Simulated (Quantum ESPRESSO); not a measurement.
Write the native input for Quantum ESPRESSO 7.5 that does the following.

| Quantity | Value |
| --- | --- |
| Task | single point |
| Functional | PBE |
| Potentials or basis | Ansatz NC SR PBE |
| Cutoff | 1238 eV |
| Density cutoff | 4952 eV |
| k mesh | 4 × 4 × 2 |
| Occupations | fermi-dirac, width 0.05 eV |
| Spin | no spin polarisation |
| Mixing beta | 0.5 |
| Most SCF iterations | 120 |
| SCF threshold | 8e-10 Ry |

GaN:

```
Ga N
1.0
     3.12854   -0.06518    0.04449
    -1.62072    2.84727   -0.02027
     0.07228    0.00370    5.14087
Ga N
2 2
Direct
  0.66667 0.33333 0.50000
  0.33333 0.66667 0.00000
  0.66667 0.33333 0.87500
  0.33333 0.66667 0.37500
```

The cell isn't the ideal one: cell strained at random at fixed volume.

These files were run (other wordings do the same):

pw.in

```
&CONTROL
  calculation = 'scf'
  prefix = 'pwscf'
  outdir = './tmp'
  pseudo_dir = './pseudo'
  tprnfor = .true.
  tstress = .true.
  disk_io = 'nowf'
/
&SYSTEM
  ibrav = 0
  nat = 4
  ntyp = 2
  ecutwfc = 91
  nbnd = 26
  occupations = 'smearing'
  smearing = 'fd'
  degauss = 0.00367493
/
&ELECTRONS
  conv_thr = 8d-10
  electron_maxstep = 120
  mixing_beta = 0.5
/
ATOMIC_SPECIES
Ga    69.7230 Ga.upf
N     14.0070 N.upf
CELL_PARAMETERS angstrom
   3.1285410000   -0.0651790000    0.0444910000
  -1.6207170000    2.8472700000   -0.0202730000
   0.0722760000    0.0037000000    5.1408740000
ATOMIC_POSITIONS crystal
Ga     0.6666666667    0.3333333333    0.5000000000
Ga     0.3333333333    0.6666666667    0.0000000000
N      0.6666666667    0.3333333333    0.8750000000
N      0.3333333333    0.6666666667    0.3750000000
K_POINTS automatic
4 4 2 0 0 0
```

Potentials or basis: Ansatz NC SR PBE.

Command:

```console
$ OMP_NUM_THREADS=1 mpirun -n 2 pw.x -nk 2 -in pw.in > pw.out
```

It gave:

```yaml
Pressure: 8.0 GPa
Largest_force: 0.771 eV/Å
Band_gap_on_the_k_mesh: 1.83 eV, direct
```

Caveat: the k mesh is coarse (spacing up to 0.61 Å⁻¹), so the values aren't converged.

Run time: 19 s on 2 MPI ranks on Arm Neoverse V1 (shared host), peak memory 0.18 GiB a rank.
